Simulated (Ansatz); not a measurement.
Runs of Ansatz 0.2.0 on CuO (Tenorite). It takes space group C2/c (No. 15, monoclinic). The conventional cell has a = 4.684 Å, b = 3.423 Å, c = 5.129 Å, α = 90.00°, β = 99.54°, γ = 90.00°. Cu (site symmetry -1) has 4 O at 1.95 to 1.96 Å as nearest neighbours. Around O (site symmetry 2) lie 4 Cu at 1.95 to 1.96 Å. 

```csv
level,gap on the mesh (eV),pressure (GPa),relaxed volume (Å³/atom)
r2SCAN+D4,none,0.0,10.63
r2SCAN+D3(BJ),none,0.0,10.60
r2SCAN+D3(BJ)-ATM,none,0.0,10.64
r2SCAN+rVV10,none,0.0,(a)
r2SCAN,none,0.0,(b)
```

Alike in all rows: task relaxation of cell and atoms; potentials or basis Ansatz PAW; no spin polarisation; cell relaxed; k mesh 10 × 10 × 5; cutoff (eV) 500; smearing fermi-dirac 0.05 eV.

Question: Fill in the values left out.

Answer: (a) 10.61; (b) 10.73.

Caveats: the plane-wave basis is chosen anew once the cell has moved, so the energies of steps on either side of that aren't comparable; the run has no spin polarisation, though such a crystal can be magnetic; semilocal functionals often make such compounds metallic where correlation or magnetic order opens a gap, which also shifts bond lengths; the PAW data sets come from PBE, with cores solved anew for the run's functional, which leaves a small shift of forces and pressure; pairwise dispersion overbinds metals, which lowers pressure and volume (some runs); the dispersion damping was fitted for another functional or another form of the correction (some runs).

A gap of «none» marks a metal or a gap under the smearing width.
